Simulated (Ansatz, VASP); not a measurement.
Two plane-wave programs on BaTe

```xyz
2
Lattice="0.0000 3.5324 3.5324 3.4102 0.0000 3.5324 3.4102 3.5324 0.0000" Properties=species:S:1:pos:R:3 pbc="T T T"
Ba    0.0000    0.0000    0.0000
Te    3.4102    3.5324    3.5324
```

Change from the starting cell: uniaxial_x strain -3.5%.

Alike in both runs: task single point; functional r2SCAN; k mesh 6 × 6 × 6; no spin polarisation.

```csv
,VASP,Ansatz
version,VASP 6.6.1,Ansatz 0.2.0
potentials or method,"VASP PAW PBE potentials, release 64 (Ba_sv, Te)","plane waves, PAW"
plane-wave cutoff (eV),520,500
occupations,"gaussian, width 0.01 eV",fixed
valence electrons in the cell,16,26
```

```tsv
	VASP	Ansatz	Ansatz less VASP
gap on the k mesh at the Fermi level (eV)	1.77	1.86	+0.085
pressure (GPa)	1.6	1.3	-0.36
largest component of the traceless stress (GPa)	1.98	1.87	-0.102
```

The two sets of potentials don't hold the same shells in valence.

Caveats: the PAW data sets were made with another functional, which shifts forces and pressure a little (VASP); spin-orbit coupling is left out, which moves the levels of the heavy elements. A k mesh can miss the band edges.
